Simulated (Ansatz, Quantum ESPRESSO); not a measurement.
# honeycomb AlP, 2 layers, AB stacking in a field-effect set-up, part 3 of 7

Aim: where the induced charge goes and how the bands change when honeycomb AlP, 2 layers, AB stacking is doped by a gate.

Quantum ESPRESSO 7.5; plane-wave DFT, PBE, PseudoDojo norm-conserving pseudopotentials; geometry by Ansatz 0.2.0 with PAW datasets.

So far. Step 3 (Self-consistent run: neutral sheet, no gate): The run needed 17 iterations to bring the estimated error under 1e-07 Ry.

## 6. Band structure: neutral sheet, no gate

A bands run reads the converged density and follows the path given under K_POINTS.

Contents of g0.bands.in:

```
&control
  prefix = 'g0.bands'
  outdir = './out'
  pseudo_dir = './pseudo'
  calculation = 'bands'
  tefield = .true.
  dipfield = .true.
/
&system
  ibrav = 0
  nat = 4
  ntyp = 2
  ecutwfc = 36
  ecutrho = 144
  occupations = 'smearing'
  smearing = 'fd'
  degauss = 0.004
  edir = 3
  emaxpos = 0.211938
  eopreg = 0.01
  eamp = 0.0
  nbnd = 14
/
&electrons
  conv_thr = 1e-07
  mixing_beta = 0.4
  electron_maxstep = 120
  mixing_mode = 'local-TF'
/
ATOMIC_SPECIES
  P   30.9738  P.dojo-sr-pbe-0.4.1-standard.upf
  Al  26.9815  Al.dojo-sr-pbe-0.4.1-standard.upf
CELL_PARAMETERS angstrom
  3.84842375457852 0.00000000000000 0.00000000000000
  -1.92421187728926 3.33283273599249 -0.00000000000000
  0.00000000000000 -0.00000000000000 25.90000000000000
ATOMIC_POSITIONS crystal
  P   0.666666666667 0.333333333333 0.435548607003
  Al  0.333333333333 0.666666666667 0.460694619719
  P   0.000000000000 -0.000000000000 0.565690909389
  Al  0.666666666667 0.333333333333 0.538065863888
K_POINTS crystal_b
4
  0.0000000000 0.0000000000 0.0000000000 14
  0.5000000000 0.0000000000 0.0000000000 14
  0.3333333333 0.3333333333 0.0000000000 14
  0.0000000000 0.0000000000 0.0000000000 1
```

Started as:

```
> cp -r out/g0.save out/g0.bands.save
> cp out/g0.xml out/g0.bands.xml
> OMP_NUM_THREADS=1 mpirun -n 4 pw.x -nk 4 -in g0.bands.in > g0.bands.out
```

What it wrote:

```text
[banner, memory and clock lines left out]
Program PWSCF v.7.5 starts

          URL

     Presently no symmetry can be used with electric field

     Atomic positions and unit cell read from directory:
     ./out/g0.bands.save/

     G-vector sticks info

     bravais-lattice index     =            0
     lattice parameter (alat)  =       7.2725  a.u.
     unit-cell volume          =    2241.7789 (a.u.)^3
     number of atoms/cell      =            4
     number of atomic types    =            2
     number of electrons       =        16.00
     number of Kohn-Sham states=           14
     kinetic-energy cutoff     =      36.0000  Ry
     charge density cutoff     =     144.0000  Ry
     Exchange-correlation= PBE
                           (   1   4   3   4   0   0   0)

     celldm(1)=   7.272467  celldm(2)=   0.000000  celldm(3)=   0.000000
     celldm(4)=   0.000000  celldm(5)=   0.000000  celldm(6)=   0.000000

     crystal axes: (cart. coord. in units of alat)
               a(1) = (   1.000000   0.000000   0.000000 )
               a(2) = (  -0.500000   0.866025  -0.000000 )
               a(3) = (   0.000000  -0.000000   6.730028 )

     reciprocal axes: (cart. coord. in units 2 pi/alat)
               b(1) = (  1.000000  0.577350  0.000000 )
               b(2) = ( -0.000000  1.154701  0.000000 )
               b(3) = ( -0.000000  0.000000  0.148588 )

     PseudoPot. # 1 for P  read from file:
     ./pseudo/P.dojo-sr-pbe-0.4.1-standard.upf
     Pseudo is Norm-conserving + core correction, Zval =  5.0
     Generated using ONCVPSP code by D. R. Hamann
     Using radial grid of 1298 points,  6 beta functions with:
                l(1) =   0
                l(2) =   0
                l(3) =   1
                l(4) =   1
                l(5) =   2
                l(6) =   2

     PseudoPot. # 2 for Al read from file:
     ./pseudo/Al.dojo-sr-pbe-0.4.1-standard.upf
     Pseudo is Norm-conserving + core correction, Zval =  3.0
     Generated using ONCVPSP code by D. R. Hamann
     Using radial grid of 1876 points,  6 beta functions with:
                l(1) =   0
                l(2) =   0
                l(3) =   1
                l(4) =   1
                l(5) =   2
                l(6) =   2

     atomic species   valence    mass     pseudopotential
     P                 5.00    30.97380     P ( 1.00)
     Al                3.00    26.98150     Al( 1.00)

     No symmetry found

   Cartesian axes

     site n.     atom                  positions (alat units)
         1        P      tau(   1) = (   0.5000000   0.2886751   2.9312544  )
         2        Al     tau(   2) = (  -0.0000000   0.5773503   3.1004877  )
         3        P      tau(   3) = (   0.0000000   0.0000000   3.8071157  )
         4        Al     tau(   4) = (   0.5000000   0.2886751   3.6211984  )

     number of k points=    43  Fermi-Dirac smearing, width (Ry)=  0.0040
                       cart. coord. in units 2pi/alat
        k(    1) = (   0.0000000   0.0000000   0.0000000), wk =   0.0465116
        k(    2) = (   0.0357143   0.0206197   0.0000000), wk =   0.0465116
        k(    3) = (   0.0714286   0.0412393   0.0000000), wk =   0.0465116
        k(    4) = (   0.1071429   0.0618590   0.0000000), wk =   0.0465116
        k(    5) = (   0.1428571   0.0824786   0.0000000), wk =   0.0465116
        k(    6) = (   0.1785714   0.1030983   0.0000000), wk =   0.0465116
        k(    7) = (   0.2142857   0.1237179   0.0000000), wk =   0.0465116
        k(    8) = (   0.2500000   0.1443376   0.0000000), wk =   0.0465116
        k(    9) = (   0.2857143   0.1649572   0.0000000), wk =   0.0465116
        k(   10) = (   0.3214286   0.1855769   0.0000000), wk =   0.0465116
        k(   11) = (   0.3571429   0.2061965   0.0000000), wk =   0.0465116
        k(   12) = (   0.3928571   0.2268162   0.0000000), wk =   0.0465116
        k(   13) = (   0.4285714   0.2474358   0.0000000), wk =   0.0465116
        k(   14) = (   0.4642857   0.2680555   0.0000000), wk =   0.0465116
        k(   15) = (   0.5000000   0.2886751   0.0000000), wk =   0.0465116
        k(   16) = (   0.4880952   0.3092948   0.0000000), wk =   0.0465116
        k(   17) = (   0.4761905   0.3299144   0.0000000), wk =   0.0465116
        k(   18) = (   0.4642857   0.3505341   0.0000000), wk =   0.0465116
        k(   19) = (   0.4523810   0.3711537   0.0000000), wk =   0.0465116
        k(   20) = (   0.4404762   0.3917734   0.0000000), wk =   0.0465116
        k(   21) = (   0.4285714   0.4123930   0.0000000), wk =   0.0465116
        k(   22) = (   0.4166667   0.4330127   0.0000000), wk =   0.0465116
        k(   23) = (   0.4047619   0.4536324   0.0000000), wk =   0.0465116
        k(   24) = (   0.3928571   0.4742520   0.0000000), wk =   0.0465116
        k(   25) = (   0.3809524   0.4948717   0.0000000), wk =   0.0465116
        k(   26) = (   0.3690476   0.5154913   0.0000000), wk =   0.0465116
        k(   27) = (   0.3571429   0.5361110   0.0000000), wk =   0.0465116
        k(   28) = (   0.3452381   0.5567306   0.0000000), wk =   0.0465116
        k(   29) = (   0.3333333   0.5773503   0.0000000), wk =   0.0465116
        k(   30) = (   0.3095238   0.5361110   0.0000000), wk =   0.0465116
        k(   31) = (   0.2857143   0.4948717   0.0000000), wk =   0.0465116
        k(   32) = (   0.2619048   0.4536324   0.0000000), wk =   0.0465116
        k(   33) = (   0.2380952   0.4123930   0.0000000), wk =   0.0465116
        k(   34) = (   0.2142857   0.3711537   0.0000000), wk =   0.0465116
        k(   35) = (   0.1904762   0.3299144   0.0000000), wk =   0.0465116
        k(   36) = (   0.1666667   0.2886751   0.0000000), wk =   0.0465116
        k(   37) = (   0.1428571   0.2474358   0.0000000), wk =   0.0465116
        k(   38) = (   0.1190476   0.2061965   0.0000000), wk =   0.0465116
        k(   39) = (   0.0952381   0.1649572   0.0000000), wk =   0.0465116
        k(   40) = (   0.0714286   0.1237179   0.0000000), wk =   0.0465116
        k(   41) = (   0.0476190   0.0824786   0.0000000), wk =   0.0465116
        k(   42) = (   0.0238095   0.0412393   0.0000000), wk =   0.0465116
        k(   43) = (   0.0000000   0.0000000   0.0000000), wk =   0.0465116

     Dense  grid:    65263 G-vectors     FFT dimensions: (  27,  27, 192)

     The potential is recalculated from file :
     ./out/g0.bands.save/charge-density

     Adding external electric field

     Computed dipole along edir(3) :
        Dipole               -0.1079 Ry au,         -0.2743 Debye
        Dipole field         -0.0006 Ry au,

        Potential amp.        0.0586 Ry
        Total length         48.4545 bohr

     Starting wfcs are   16 randomized atomic wfcs

[...]
k = 0.0714 0.0412 0.0000 (  8066 PWs)   bands (ev):

   -14.8700 -13.4260  -7.5528  -4.8276  -4.5005  -3.8458  -3.7961  -3.5204
    -0.6355  -0.0455   0.6004   0.8416   1.3995   1.5969

          k = 0.1071 0.0619 0.0000 (  8094 PWs)   bands (ev):

   -14.8057 -13.3705  -7.5097  -5.2424  -4.6098  -4.1515  -3.7887  -3.5856
    -0.5561   0.1172   0.6755   1.0383   1.2958   1.7407

          k = 0.1429 0.0825 0.0000 (  8126 PWs)   bands (ev):

   -14.7168 -13.2945  -7.4572  -5.7099  -4.7424  -4.5396  -3.7377  -3.6719
    -0.6820   0.2848   0.7437   1.2928   1.3179   1.9847

          k = 0.1786 0.1031 0.0000 (  8140 PWs)   bands (ev):

   -14.6045 -13.1996  -7.4080  -6.1914  -4.9345  -4.8862  -3.7731  -3.6817
    -0.9224   0.3508   0.6641   1.5781   1.6206   2.2008

          k = 0.2143 0.1237 0.0000 (  8148 PWs)   bands (ev):

   -14.4706 -13.0885  -7.3936  -6.6498  -5.3012  -5.0318  -3.8819  -3.6260
    -1.1996   0.2039   0.6687   1.8511   1.8643   2.4339

          k = 0.2500 0.1443 0.0000 (  8146 PWs)   bands (ev):

   -14.3177 -12.9649  -7.5008  -7.0119  -5.5986  -5.1717  -3.9914  -3.5783
    -1.4818  -0.0150   0.6799   1.8510   2.0579   2.7082

          k = 0.2857 0.1650 0.0000 (  8160 PWs)   bands (ev):

   -14.1495 -12.8338  -7.8061  -7.2274  -5.7793  -5.3007  -4.0959  -3.5493
    -1.7532  -0.2210   0.6394   1.7447   2.1705   2.8539

          k = 0.3214 0.1856 0.0000 (  8182 PWs)   bands (ev):

   -13.9713 -12.7021  -8.1792  -7.4303  -5.8213  -5.4149  -4.1908  -3.5524
    -2.0004  -0.3884   0.5537   1.6265   2.2066   2.9927

          k = 0.3571 0.2062 0.0000 (  8190 PWs)   bands (ev):

   -13.7909 -12.5787  -8.5290  -7.6653  -5.7531  -5.5114  -4.2726  -3.6006
    -2.2087  -0.5071   0.4481   1.5063   2.1995   3.1702

          k = 0.3929 0.2268 0.0000 (  8188 PWs)   bands (ev):

   -13.6196 -12.4735  -8.8237  -7.8997  -5.6226  -5.5882  -4.3385  -3.6976
    -2.3656  -0.5773   0.3461   1.3884   2.1751   3.3896

          k = 0.4286 0.2474 0.0000 (  8210 PWs)   bands (ev):

   -13.4734 -12.3957  -9.0452  -8.0972  -5.6440  -5.4726  -4.3868  -3.8260
    -2.4687  -0.6085   0.2633   1.2852   2.1494   3.6363

          k = 0.4643 0.2681 0.0000 (  8200 PWs)   bands (ev):

   -13.3722 -12.3501  -9.1817  -8.2292  -5.6778  -5.3471  -4.4163  -3.9432
    -2.5249  -0.6166   0.2095   1.2137   2.1310   3.8723

          k = 0.5000 0.2887 0.0000 (  8210 PWs)   bands (ev):

   -13.3356 -12.3355  -9.2277  -8.2757  -5.6891  -5.2961  -4.4262  -3.9924
    -2.5426  -0.6171   0.1908   1.1880   2.1244   3.9903

          k = 0.4881 0.3093 0.0000 (  8202 PWs)   bands (ev):

   -13.3331 -12.3332  -9.2247  -8.2730  -5.7216  -5.2962  -4.4653  -3.9757
    -2.5093  -0.5959   0.2142   1.1900   2.0963   4.0039

          k = 0.4762 0.3299 0.0000 (  8196 PWs)   bands (ev):

   -13.3256 -12.3264  -9.2159  -8.2649  -5.8136  -5.2978  -4.5654  -3.9378
    -2.4172  -0.5340   0.2831   1.1965   2.0213   4.0355

          k = 0.4643 0.3505 0.0000 (  8193 PWs)   bands (ev):

   -13.3132 -12.3152  -9.2016  -8.2518  -5.9521  -5.3060  -4.6970  -3.8945
    -2.2871  -0.4337   0.3916   1.2099   1.9229   4.0682

          k = 0.4524 0.3712 0.0000 (  8207 PWs)   bands (ev):

   -13.2963 -12.3000  -9.1823  -8.2344  -6.1211  -5.3331  -4.8313  -3.8516
    -2.1446  -0.2945   0.5227   1.2372   1.8291   4.0906

          k = 0.4405 0.3918 0.0000 (  8185 PWs)   bands (ev):

   -13.2754 -12.2814  -9.1586  -8.2136  -6.3058  -5.4018  -4.9349  -3.8100
    -2.0147  -0.1121   0.6427   1.2921   1.7716   4.0962

          k = 0.4286 0.4124 0.0000 (  8175 PWs)   bands (ev):

   -13.2509 -12.2599  -9.1319  -8.1907  -6.4934  -5.5265  -4.9854  -3.7694
    -1.9160   0.1169   0.7141   1.3716   1.7955   4.0777

          k = 0.4167 0.4330 0.0000 (  8191 PWs)   bands (ev):

   -13.2238 -12.2364  -9.1035  -8.1677  -6.6734  -5.6898  -4.9937  -3.7300
    -1.8572   0.3874   0.7388   1.4281   1.9505   4.0275

          k = 0.4048 0.4536 0.0000 (  8171 PWs)   bands (ev):

   -13.1950 -12.2119  -9.0754  -8.1467  -6.8366  -5.8666  -4.9793  -3.6921
    -1.8375   0.6259   0.8116   1.4511   2.2159   3.9432

          k = 0.3929 0.4743 0.0000 (  8177 PWs)   bands (ev):

   -13.1657 -12.1875  -9.0499  -8.1298  -6.9757  -6.0402  -4.9538  -3.6571
    -1.8494   0.6595   1.1195   1.4613   2.5377   3.8311

          k = 0.3810 0.4949 0.0000 (  8187 PWs)   bands (ev):

   -13.1373 -12.1645  -9.0295  -8.1184  -7.0857  -6.1992  -4.9235  -3.6264
    -1.8823   0.6537   1.4632   1.5016   2.8796   3.7025

          k = 0.3690 0.5155 0.0000 (  8193 PWs)   bands (ev):

   -13.1116 -12.1444  -9.0162  -8.1123  -7.1654  -6.3342  -4.8927  -3.6021
    -1.9244   0.6518   1.4655   1.8992   3.1978   3.5755

          k = 0.3571 0.5361 0.0000 (  8183 PWs)   bands (ev):

   -13.0904 -12.1286  -9.0104  -8.1097  -7.2176  -6.4367  -4.8656  -3.5855
    -1.9643   0.6562   1.4616   2.2987   3.3195   3.5628

          k = 0.3452 0.5567 0.0000 (  8165 PWs)   bands (ev):

   -13.0761 -12.1183  -9.0103  -8.1084  -7.2472  -6.4997  -4.8461  -3.5769
    -1.9928   0.6631   1.4558   2.6587   3.2051   3.6168

          k = 0.3333 0.5774 0.0000 (  8151 PWs)   bands (ev):

   -13.0708 -12.1147  -9.0115  -8.1079  -7.2571  -6.5205  -4.8387  -3.5748
    -2.0031   0.6668   1.4525   2.8344   3.1365   3.5964

          k = 0.3095 0.5361 0.0000 (  8193 PWs)   bands (ev):

   -13.0959 -12.1302  -8.9953  -8.1098  -7.2126  -6.4481  -4.8753  -3.5742
    -1.9601   0.6431   1.4762   2.5572   2.9674   3.6824

          k = 0.2857 0.4949 0.0000 (  8201 PWs)   bands (ev):

   -13.1779 -12.1780  -8.9238  -8.1002  -7.0756  -6.2663  -4.9899  -3.5532
    -1.8417   0.5733   1.5519   2.2030   2.6156   3.6633

          k = 0.2619 0.4536 0.0000 (  8195 PWs)   bands (ev):

   -13.3163 -12.2583  -8.7792  -8.0435  -6.8660  -6.0175  -5.1606  -3.5082
    -1.6737   0.4944   1.6364   1.8845   2.2810   3.3524

          k = 0.2381 0.4124 0.0000 (  8189 PWs)   bands (ev):

   -13.4983 -12.3693  -8.5611  -7.9175  -6.6168  -5.7285  -5.3402  -3.4608
    -1.4823   0.4491   1.6039   1.6439   2.0376   3.0325

          k = 0.2143 0.3712 0.0000 (  8191 PWs)   bands (ev):

   -13.7059 -12.5059  -8.2769  -7.7263  -6.3669  -5.5044  -5.3810  -3.4340
    -1.2886   0.4598   1.4097   1.4653   1.9087   2.7678

          k = 0.1905 0.3299 0.0000 (  8189 PWs)   bands (ev):

   -13.9217 -12.6589  -7.9419  -7.4959  -6.1692  -5.4941  -5.0657  -3.4401
    -1.1078   0.5246   1.2032   1.3123   1.7801   2.5781

          k = 0.1667 0.2887 0.0000 (  8185 PWs)   bands (ev):

   -14.1325 -12.8177  -7.6040  -7.2466  -6.0210  -5.3306  -4.7340  -3.4788
    -0.9475   0.6234   0.9862   1.2239   1.6439   2.4815

          k = 0.1429 0.2474 0.0000 (  8163 PWs)   bands (ev):

   -14.3284 -12.9722  -7.4045  -6.9049  -5.8080  -5.0771  -4.4145  -3.5415
    -0.8047   0.6977   0.8245   1.1255   1.5500   2.4698

          k = 0.1190 0.2062 0.0000 (  8145 PWs)   bands (ev):

   -14.5024 -13.1143  -7.3775  -6.4458  -5.4869  -4.8025  -4.1237  -3.6162
    -0.6699   0.5647   0.8458   1.0344   1.4904   2.4654

          k = 0.0952 0.1650 0.0000 (  8117 PWs)   bands (ev):

   -14.6499 -13.2377  -7.4230  -5.9373  -5.1131  -4.5247  -3.8776  -3.6915
    -0.5454   0.3878   0.7404   1.1201   1.3964   2.1641

          k = 0.0714 0.1237 0.0000 (  8105 PWs)   bands (ev):

   -14.7674 -13.3377  -7.4857  -5.4197  -4.7772  -4.2215  -3.7649  -3.6822
    -0.4809   0.2036   0.6043   1.1905   1.2910   1.7296

          k = 0.0476 0.0825 0.0000 (  8073 PWs)   bands (ev):

   -14.8528 -13.4112  -7.5409  -4.9360  -4.5535  -3.8848  -3.8177  -3.5549
    -0.5768   0.0114   0.5647   0.9173   1.4505   1.5252

          k = 0.0238 0.0412 0.0000 (  8071 PWs)   bands (ev):

   -14.9046 -13.4560  -7.5773  -4.5574  -4.4374  -3.8691  -3.5862  -3.4864
    -0.7822  -0.1746   0.6303   0.7339   1.3608   1.6629

          k = 0.0000 0.0000 0.0000 (  8079 PWs)   bands (ev):

   -14.9219 -13.4711  -7.5899  -4.4017  -4.4017  -3.8923  -3.4671  -3.4671
    -0.8854  -0.2605   0.6762   0.6762   1.3158   1.7497

     XML data file, pseudopotentials, collected wavefunctions

                                        0.00s GPU  (     654 calls)
```

The job ended after 41 s (4 MPI ranks of Arm Neoverse N1, shared host; peak memory 0.29 GiB; 2.7 min of CPU time).

Read from the output:

```
valence top, on the run's zero       : -3.434 eV
conduction bottom, on the run's zero : -2.543 eV
gap by band count                    : 0.8914 eV
```

Band numbers count within the set of bands kept for display. Electronic bands along the path, in eV, zero at the highest filled level of the SCF mesh; v1 is the highest filled band, c1 the lowest empty one:

```csv
point,v4,v3,v2,v1,c1,c2,c3,c4
Γ,-0.96,-0.45,-0.02,-0.02,2.56,3.19,4.12,4.12
halfway,-2.15,-1.73,-0.54,-0.13,1.96,3.43,4.13,5.30
M,-2.24,-1.85,-0.98,-0.55,0.90,2.83,3.64,4.63
halfway,-3.23,-2.24,-1.55,-0.28,1.59,3.83,4.19,4.87
K,-3.81,-3.07,-1.39,-0.13,1.44,4.11,4.90,6.28
halfway,-2.57,-1.88,-1.29,-0.03,2.50,4.07,4.43,4.67
Γ,-0.96,-0.45,-0.02,-0.02,2.56,3.19,4.12,4.12
```

Along this path the valence top lies between K and Γ and the conduction bottom at M.

[end of part 3 of 7]

[Logs are printed without paths, hosts, clocks, repeated set-up lines and the standing remarks that a program may print on its own settings, such as how far it seeks lower states.]

[Hosts, paths, dates, database ids (printed as entryN), source tags and the programs' standing remarks are cut or masked in the printed files.]

[Maps of the electrostatic potential energy from Ansatz leave out the sawtooth potential of an applied field or a dipole correction, so their vacuum need not be flat; planar profiles and work functions include it.]
